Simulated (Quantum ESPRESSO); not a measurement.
Crystal: Pb.

```
Pb
1.0
     0.00000    3.43900    3.43900
     3.43900    0.00000    3.43900
     3.43900    3.43900    0.00000
Pb
2
Cartesian
  1.7195 1.7195 1.7195
  0.0000 0.0000 0.0000
```

This isn't the form of Pb at room conditions, which is fcc.

| Quantity | Value |
| --- | --- |
| Program | Quantum ESPRESSO 7.5 |
| Task | relaxation of cell and atoms |
| Functional | PBEsol |
| Dispersion | D3(BJ) |
| Potentials or basis | GBRV 1.5 PBEsol |
| Cutoff | 612 eV |
| Density cutoff | 4898 eV |
| k mesh | 7 × 7 × 7 |
| Occupations | fermi-dirac, width 0.05 eV |
| Spin | no spin polarisation |

At the start: pressure -0.9 GPa; volume 40.67 Å³/atom.

Q: Where does the relaxation end?

A: Over 3 steps the energy falls by 2.5 meV/atom and the volume is 39.54 Å³/atom (-2.8 %); space group Fd-3m (No. 227, to 0.05 Å).

The path:
| step | energy change (eV) | largest force (eV/Å) | pressure (GPa) | volume (Å³) |
| --- | --- | --- | --- | --- |
| 1 | 0.0000 | 0.0000 | -0.85 | 81.34 |
| 2 | -0.0017 | 0.0000 | -0.72 | 80.97 |
| 3 | -0.0050 | 0.0000 | 0.03 | 79.07 |

Final structure:
```
Pb
1.0
     4.81774    0.00000    0.00000
     2.40887    4.17229    0.00000
     2.40887    1.39076    3.93367
Pb
2
Direct
  0.25000 0.25000 0.25000
  0.00000 0.00000 0.00000
```

Caveat: pairwise dispersion overbinds metals, which lowers pressure and volume.
